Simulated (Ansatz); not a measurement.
# Ta (Im-3m) in Ansatz: notebook

The runs below take Ta through single point, equation of state, with PBE.

All numbers are computed with Ansatz 0.2.0; they aren't measurements. Logs are shortened: lines on timing, memory, paths and dates and some standing lists are left out, and cuts for length are marked.

**The experiment to reproduce.**

“Pressure effects on the electronic structure and superconductivity of (TaNb)0.67(HfZrTi)0.33 high entropy alloy”, 2019, arxiv:1910.08312 quotes, for a bulk crystal of Ta: bulk modulus 194 GPa.

The results are compared with them further down.

### 1 Starting point

The structure is cubic, space group Im-3m (No. 229). Conventional cell: a = 3.303 Å, b = 3.303 Å, c = 3.303 Å, α = 90.00°, β = 90.00°, γ = 90.00°. Around Ta (site symmetry m-3m) lie 8 Ta at 2.86 Å.

### 2 Single point, PBE, 16.93 Å³/atom (volume scaled by 0.94)

File input.yaml:

```yaml
crystal:
  lattice:
    - [-1.6175709496, 1.6175709496, 1.6175709496]
    - [1.6175709496, -1.6175709496, 1.6175709496]
    - [1.6175709496, 1.6175709496, -1.6175709496]
  atoms:
    - { symbol: Ta, position: [0.0, 0.0, 0.0] }
hamiltonian:
  xc: pbe
  pseudopotentials: { kind: paw, source: jth }
kpoints:
  mp_grid: { grid: [11, 11, 11] }
scf:
  occupations: { method: fermi_dirac, width: 0.05 }
output:
  forces: true
  stress: true
  eigenvalues: true
```

Potentials or basis: JTH PAW.

On the command line:

```console
ansatz run input.yaml --threads 2 --pin off --max-ram 5632MiB --backend cpu --events-out ev --progress --plain --runs-dir out
```

Log:

```text
Warning: the checks of this Ta dataset prove no rule for summing its radial tables, as where they were carried onto another mesh than they were made on, and Gregory's rule is taken, under which a leading mesh point left out moves its sums only by what lay on the interval it spanned. That does not make them correct, and they differ from Quantum ESPRESSO's on this file; a re-export a fraction of a mesh step off can move them. hamiltonian.pseudopotentials.radial_quadrature: simpson_from_first_knot sums it by `pw.x`'s rule; on a PAW file no value gives `pw.x`'s numbers. What more to know: hamiltonian.pseudopotentials.radial_quadrature, in the input reference
Warning: RAYON_NUM_THREADS=2 ignored (pool sized by the plan → 2); use --threads N
Engine: ansatz 0.2.0, aarch64-unknown-linux-gnu
Pseudopotentials: kind: paw
Pseudopotential: Ta, paw, valence charge 13, recommended cutoff 1290 eV (normal), Ta.paw.azcp
Functional definition: PBE
  parameter kappa = 0.804
  parameter beta = 0.06672455060314922
  exchange = pbe_x(kappa = kappa, mu = beta*pi^2/3)
  correlation = pbe_c(beta = beta)
Crystal: 1 atoms, lattice volume = 16.930 Å³
Basis set: ecut = 1290 eV, 1745 PW (Γ), exchange–correlation on 72×72×72 points (8 copies of the dense FFT grid, shifted against one another)
Bands: 11, of which v1, the nominal top of the filled ones, is band 7 counted from 1 (6 counted from 0)
Symmetry: 48 space group operations
Space group: Im-3m (ITA 229), of the structure as read, at distance tolerance 2.6e-5 Å
k-points: 56 of 1331
Non-local potential: Ta, projectors of the file, l = 0: 2, l = 1: 2, l = 2: 2
PAW form: soft (Blöchl's): semilocal exchange-correlation on the pseudo side does not see the compensation charge
PAW one-centre angular grid: Ta, 590 points (default); XC on 126 of its mesh's 976 points in the sphere
Initial density: superposition of atomic densities (chi_scale 0.1, normalization cell)
Initial wavefunctions: pseudopotential atomic-orbital guess
Functional: x = pbe(κ = 0.804, μ = 0.2195149727645171), c = pbe(β = 0.06672455060314922)
SCF iter   1: F=—  HF=-9893.107250 eV  |F-HF|=—  |Δ(HF+E_count)|=         —  Δρ=4.07e-2  dr2=2.96e-1  ethr=3.10e-3  ⟨swp⟩=6.1  Hψ=4992  notcnv=0
preconditioner: auto → none  [insulator: Δε(μ)=0.113 eV  Ē_g=9.040 eV  σ=0.050 eV  W_gap=0.51  n_scr=0 (ndim 8)  ℏωp=20.2 eV  f_vac=0.000  D(μ)=0.67/eV (n_scr^D=0)  ε∞_Penn≈6.0]
SCF iter   2: F=—  HF=-9892.996682 eV  |F-HF|=—  |Δ(HF+E_count)|=   1.11e-1  Δρ=1.38e-2  dr2=2.21e-2  ethr=2.28e-3  ⟨swp⟩=2.1  Hψ=1314  notcnv=0  defer=10
SCF iter   3: F=—  HF=-9892.992774 eV  |F-HF|=—  |Δ(HF+E_count)|=   3.91e-3  Δρ=3.52e-3  dr2=7.73e-4  ethr=1.70e-4  ⟨swp⟩=2.3  Hψ=991  notcnv=0  defer=10
SCF iter   4: F=—  HF=-9892.992972 eV  |F-HF|=—  |Δ(HF+E_count)|=   1.97e-4  Δρ=1.39e-4  dr2=1.28e-6  ethr=5.95e-6  ⟨swp⟩=1.0  Hψ=608  notcnv=0  defer=10
SCF iter   5: F=—  HF=-9892.992993 eV  |F-HF|=—  |Δ(HF+E_count)|=   2.10e-5  Δρ=1.67e-5  dr2=4.60e-8  ethr=7.69e-10  ⟨swp⟩=7.1  Hψ=3553  notcnv=0
SCF iter   6: F=-9892.992993 eV  HF=-9892.992993 eV  |F-HF|=1.87e-10  |Δ(HF+E_count)|=   1.46e-8  Δρ=1.57e-6  dr2=3.19e-10  ethr=3.54e-10  ⟨swp⟩=2.7  Hψ=2227  notcnv=0
SCF 1 converged in 6 iterations: F = -9892.992993 eV  dr2 = 3.19e-10
SCF converged after 6 iterations
Free energy (F): -9892.992993 eV
Harris-Foulkes:  -9892.992993 eV  (|F-HF|=1.87e-10)
Internal energy: -9892.986997 eV  (E = F + TS)
E sigma→0 (E₀):  -9892.989995 eV
Entropy (-TS):   -0.005995 eV (-5.995 meV/atom)
Fermi energy:    19.631272 eV
--- Per-component energies (eV) ---
  E_band       = -90.286097
  E_kinetic    = 166.150453
  E_local      = 60.922344  (includes V_loc(G=0)·N_el)
  E_nonlocal   = -351.542349
  E_hartree    = 202.638343
  E_xc         = -223.177448
  E_vxc        = -110.519894  (∫ρ·V_xc dr)
  E_paw        = -8379.225437  (= ΣΔE_a)
  E_vpaw       = -260.573976  (= ΣTr[D̂ρ^β])
  E_aug_tail   = 0.000115  (compensation charges beyond the density's cutoff)
  E_ewald      = -1368.753019
  E_smearing   = -0.005995  (= −TS)
  E_closure    = -0.000000  (closes the sum)
  Σ components = -9892.992993   (vs F -9892.992993, Δ=0.00e0)
--- Forces (eV/Å), atoms counted from 1 ---
  atom   1  Ta    -0.00000000     0.00000000    -0.00000000
  max |Σ_I F_I| component: 4.72e-32 eV/Å
--- Stress (GPa, compression-positive) ---
       17.157528       0.000000      -0.000000
       -0.000000      17.157528      -0.000000
       -0.000000       0.000000      17.157528
  P = ⅓ Tr σ = 17.1575 GPa (171.575 kbar)
--- Band table (eV; the first three rows and the last of 56) ---
  k-point 0: bands = ["-47.3669", "-13.1903", "-13.1903", "-13.1903", "11.4881", "20.3685", "20.3685", "20.3685", "23.8654", "23.8654", "34.8958"]
  k-point 1: bands = ["-47.3550", "-13.3148", "-13.2281", "-13.1912", "11.8809", "20.1118", "20.2799", "20.7595", "23.4776", "23.8658", "35.2487"]
  k-point 2: bands = ["-47.3229", "-13.6386", "-13.3281", "-13.1936", "12.9320", "19.4942", "19.8682", "21.8999", "23.1051", "23.9232", "35.7702"]
  k-point 55: bands = ["-47.1087", "-14.1824", "-14.1599", "-14.1599", "15.5512", "15.6073", "25.8940", "25.8940", "26.7813", "28.2452", "30.1735"]
```

Run time: 1.4 s. Hardware: 2 threads of Arm Neoverse V2, shared host; peak memory 0.33 GiB.

What came out:

- Free energy: -9892.9930 eV
- Pressure: 17.2 GPa
- Band gap on the k mesh: none (metal or under the smearing width)

### 3 Single point, PBE, 17.29 Å³/atom (volume scaled by 0.96)

input.yaml: that of step 2 with these lines changed.

```diff
@@ -2,5 +2,5 @@
   lattice:
-    - [-1.6175709496, 1.6175709496, 1.6175709496]
-    - [1.6175709496, -1.6175709496, 1.6175709496]
-    - [1.6175709496, 1.6175709496, -1.6175709496]
+    - [-1.6289626696, 1.6289626696, 1.6289626696]
+    - [1.6289626696, -1.6289626696, 1.6289626696]
+    - [1.6289626696, 1.6289626696, -1.6289626696]
   atoms:
```

Potentials or basis: JTH PAW.

On the command line:

```console
ansatz run input.yaml --threads 2 --pin off --max-ram 5632MiB --backend cpu --events-out ev --progress --plain --runs-dir out
```

It took 1.4 s on 2 threads of Arm Neoverse V2, shared host; peak memory 0.33 GiB.

Results (log left out):

```yaml
Free_energy: -9893.0254 eV
Pressure: 11.8 GPa
Band_gap_on_the_k_mesh: none (metal or under the smearing width)
```

### 4 Single point, PBE, 17.65 Å³/atom (volume scaled by 0.98)

input.yaml: that of step 3 with these lines changed.

```diff
@@ -2,5 +2,5 @@
   lattice:
-    - [-1.6289626696, 1.6289626696, 1.6289626696]
-    - [1.6289626696, -1.6289626696, 1.6289626696]
-    - [1.6289626696, 1.6289626696, -1.6289626696]
+    - [-1.64019725, 1.64019725, 1.64019725]
+    - [1.64019725, -1.64019725, 1.64019725]
+    - [1.64019725, 1.64019725, -1.64019725]
   atoms:
```

On the command line:

```console
ansatz run input.yaml --threads 2 --pin off --max-ram 5632MiB --backend cpu --events-out ev --progress --plain --runs-dir out
```

Run time: 1.4 s. Hardware: 2 threads of Arm Neoverse V2, shared host; peak memory 0.33 GiB.

It converged, with:

```yaml
Free_energy: -9893.0463 eV
Pressure: 6.9 GPa
Band_gap_on_the_k_mesh: none (metal or under the smearing width)
```

### 5 Single point, PBE, 18.01 Å³/atom

input.yaml: that of step 4 with these lines changed.

```diff
@@ -2,5 +2,5 @@
   lattice:
-    - [-1.64019725, 1.64019725, 1.64019725]
-    - [1.64019725, -1.64019725, 1.64019725]
-    - [1.64019725, 1.64019725, -1.64019725]
+    - [-1.65128, 1.65128, 1.65128]
+    - [1.65128, -1.65128, 1.65128]
+    - [1.65128, 1.65128, -1.65128]
   atoms:
```

On the command line:

```console
ansatz run input.yaml --threads 2 --pin off --max-ram 5632MiB --backend cpu --events-out ev --progress --plain --runs-dir out
```

Wall time 1.4 s (2 threads of Arm Neoverse V2, shared host); peak memory 0.33 GiB.

Results (log left out):

```
Free energy            : -9893.0568 eV
Pressure               : 2.6 GPa
Band gap on the k mesh : none (metal or under the smearing width)
```

### 6 Single point, PBE, 18.37 Å³/atom (volume scaled by 1.02)

input.yaml: that of step 5 with these lines changed.

```diff
@@ -2,5 +2,5 @@
   lattice:
-    - [-1.65128, 1.65128, 1.65128]
-    - [1.65128, -1.65128, 1.65128]
-    - [1.65128, 1.65128, -1.65128]
+    - [-1.6622159478, 1.6622159478, 1.6622159478]
+    - [1.6622159478, -1.6622159478, 1.6622159478]
+    - [1.6622159478, 1.6622159478, -1.6622159478]
   atoms:
```

Potentials or basis: JTH PAW.

On the command line:

```console
ansatz run input.yaml --threads 2 --pin off --max-ram 5632MiB --backend cpu --events-out ev --progress --plain --runs-dir out
```

Run time: 1.4 s. Hardware: 2 threads of Arm Neoverse V2, shared host; peak memory 0.33 GiB.

It converged, with:

| Property | Result |
| --- | --- |
| Free energy | -9893.0582 eV |
| Pressure | -1.3 GPa |
| Band gap on the k mesh | none (metal or under the smearing width) |

### 7 Single point, PBE, 18.73 Å³/atom (volume scaled by 1.04)

input.yaml: that of step 6 with these lines changed.

```diff
@@ -2,5 +2,5 @@
   lattice:
-    - [-1.6622159478, 1.6622159478, 1.6622159478]
-    - [1.6622159478, -1.6622159478, 1.6622159478]
-    - [1.6622159478, 1.6622159478, -1.6622159478]
+    - [-1.6730098603, 1.6730098603, 1.6730098603]
+    - [1.6730098603, -1.6730098603, 1.6730098603]
+    - [1.6730098603, 1.6730098603, -1.6730098603]
   atoms:
```

On the command line:

```console
ansatz run input.yaml --threads 2 --pin off --max-ram 5632MiB --backend cpu --events-out ev --progress --plain --runs-dir out
```

Run time: 1.4 s. Hardware: 2 threads of Arm Neoverse V2, shared host; peak memory 0.34 GiB.

Results (log left out):

| Quantity | Value |
| --- | --- |
| Free energy | -9893.0512 eV |
| Pressure | -4.8 GPa |
| Band gap on the k mesh | none (metal or under the smearing width) |

### 8 Single point, PBE, 19.09 Å³/atom (volume scaled by 1.06)

File input.yaml:

```yaml
crystal:
  lattice:
    - [-1.6836662614, 1.6836662614, 1.6836662614]
    - [1.6836662614, -1.6836662614, 1.6836662614]
    - [1.6836662614, 1.6836662614, -1.6836662614]
  atoms:
    - { symbol: Ta, position: [0.0, 0.0, 0.0] }
hamiltonian:
  xc: pbe
  pseudopotentials: { kind: paw, source: jth }
kpoints:
  mp_grid: { grid: [11, 11, 11] }
scf:
  occupations: { method: fermi_dirac, width: 0.05 }
output:
  forces: true
  stress: true
  eigenvalues: true
  write_density: true
  write_potential: true
  elf: true
  volumetric_format: npy
```

On the command line:

```console
ansatz run input.yaml --threads 2 --pin off --max-ram 5632MiB --backend cpu --events-out ev --progress --plain --runs-dir out
```

Run time: 1.9 s. Hardware: 2 threads of Arm Neoverse V2, shared host; peak memory 0.34 GiB.

The run converged. Its results:

- Free energy: -9893.0367 eV
- Pressure: -8.0 GPa
- Band gap on the k mesh: none (metal or under the smearing width)

### 9 Equation of state, PBE

Potentials or basis: JTH PAW.

This step only gathers the single runs of the series.

Results:

```yaml
Equilibrium_volume: 18.24 Å³/atom
Bulk_modulus: 195 GPa
Pressure_derivative_of_the_bulk_modulus: 4.3
```

Energy against volume, from the lowest point:
```tsv
volume (Å³/atom)	energy (meV/atom)
16.930	65.20
17.290	32.81
17.650	11.93
18.010	1.34
18.371	0.00
18.731	6.99
19.091	21.52
```

The run has no spin-orbit coupling, so splittings on Ta are missing. PBE usually gives volumes a little too large and moduli too small.

### 10 Comparison with measurements

Step 9. Measured bulk modulus of Ta: 194 GPa (quoted in “Pressure effects on the electronic structure and superconductivity of (TaNb)0.67(HfZrTi)0.33 high entropy alloy”, 2019, arxiv:1910.08312). This calculation gives 195 GPa (+0.4 %). The fit is for a static lattice scaled at fixed shape and fixed fractional positions.
